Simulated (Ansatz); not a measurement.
## How far PBE and PBEsol part for InAs, As → Fe

Consider InAs in the zinc blende structure (space group F-43m, No. 216; a = 6.1866 Å).

(Cell as relaxed with PBE.)

Levels (all Ansatz, an electronic-structure program, PAW, earlier PAW set): PBE (420 eV, spin-orbit coupling left out); PBEsol (420 eV, scalar-relativistic without spin-orbit coupling).

Each level relaxes its own structure.

```
base                      PBE    PBEsol
-------------------  --------  --------
volume per atom      29.60 Å³  28.20 Å³
lattice parameter a   6.187 Å   6.087 Å
band gap                 zero      zero
```

Now apply this change: every As is replaced by Fe, then cell and atoms are relaxed.

```
quantity                                 PBE         PBEsol
-----------------------------  -------------  -------------
magnetic state                 ferromagnetic  ferromagnetic
shortest interatomic distance        2.622 Å        2.560 Å
```

PBE's shortest interatomic distance lies 0.062 Å above PBEsol's (2.4 %); the two agree on the magnetic state. Neither level is exact; PBEsol is the comparison here, not a measurement.

Other magnetic orders, which the real material may have, were not ruled out. Whether these cells are dynamically stable was not tested. As relaxed here, InFe is a hypothetical phase, not in the database extracts checked. Spin-polarised in the final run: PBE InFe and PBEsol InFe; the other runs are not. A zero or small gap of InAs can be the functional's error rather than a property of the material.
